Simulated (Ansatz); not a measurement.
Runs of Ansatz 0.2.0 on BP. It takes space group F-43m (No. 216, cubic). Conventional cell: a = 4.538 Å, b = 4.538 Å, c = 4.538 Å, α = 90.00°, β = 90.00°, γ = 90.00°. P (site symmetry -43m) has 4 B at 1.97 Å as nearest neighbours. B (site symmetry -43m) has 4 P at 1.97 Å as nearest neighbours. 

```tsv
task	level	potentials or basis	cell	k mesh	cutoff (eV)	basis error allowed	gap on the mesh (eV)	pressure (GPa)	relaxed volume (Å³/atom)
relaxation of cell and atoms	RPBE+D4	all-electron LAPW, scalar-relativistic	relaxed	10 × 10 × 10	-	0.001 eV/atom	1.19	0.0	11.10
band structure	PBEsol	all-electron LAPW, scalar-relativistic	as given	10 × 10 × 10	281	0.001 eV/atom	1.14	-2.0	-
single point	PBE0	all-electron PAW datasets made for the crystal	as given	8 × 8 × 8	310	-	2.69	-	-
relaxation of cell and atoms	BLYP+D3(BJ)	all-electron LAPW, scalar-relativistic	relaxed	10 × 10 × 10	-	0.001 eV/atom	(a)	0.0	11.44
relaxation of cell and atoms	RPBE+D3(BJ)	all-electron LAPW, scalar-relativistic	relaxed	10 × 10 × 10	-	0.001 eV/atom	1.12	0.0	10.60
relaxation of cell and atoms	revPBE+D3(BJ)	all-electron LAPW, scalar-relativistic	relaxed	10 × 10 × 10	-	0.001 eV/atom	1.21	0.0	11.27
single point	PBE	all-electron PAW datasets made for the crystal	as given	8 × 8 × 8	280	-	1.28	(b)	-
relaxation of cell and atoms	revPBE+D4	all-electron LAPW, scalar-relativistic	relaxed	10 × 10 × 10	-	0.001 eV/atom	1.19	0.0	11.16
```

Alike in all rows: no spin polarisation; smearing fermi-dirac 0.05 eV.

Q: Fill in the values left out.

A: (a) 1.49; (b) 1.1.

A k mesh can miss the band edges.

Not every run made on this cell is shown here.
